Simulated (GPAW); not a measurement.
Crystal: CuO.

```
CELL_PARAMETERS angstrom
3.42205 0.00000 0.00000
0.00000 3.42205 0.00000
0.00000 0.00000 4.26046
ATOMIC_POSITIONS crystal
Cu 0.00000 0.50000 0.00000
Cu 0.50000 0.00000 0.50000
O 0.00000 0.00000 0.25000
O 0.00000 0.00000 0.75000
```

Measurements of this composition are mostly on another form, of space group No. 15.

Base run:

| Property | Result |
| --- | --- |
| Program | GPAW 26.7.0 |
| Functional | SCAN |
| Potentials or basis | GPAW PAW data sets (gpaw-data 1.2.1) |
| Cutoff | 800 eV |
| Basis | pw |
| k mesh | 6 × 6 × 5 |
| Occupations | fermi-dirac, width 0.05 eV |
| Spin | no spin polarisation |

Its results: pressure -7.6 GPa.

Problem. The run is repeated on the same cell with these changes: functional from SCAN to MS2; band points from 80 to 100. What comes out?

Solution. Pressure -6.8 GPa.

Caveats: with this Cu data set, volumes or pressures lay over 1.5 % or 2 GPa off other programs in two to four cells of ten; the PAW data sets were made with another functional, which shifts forces and pressure a little; the run has no spin polarisation, though such a crystal can be magnetic.
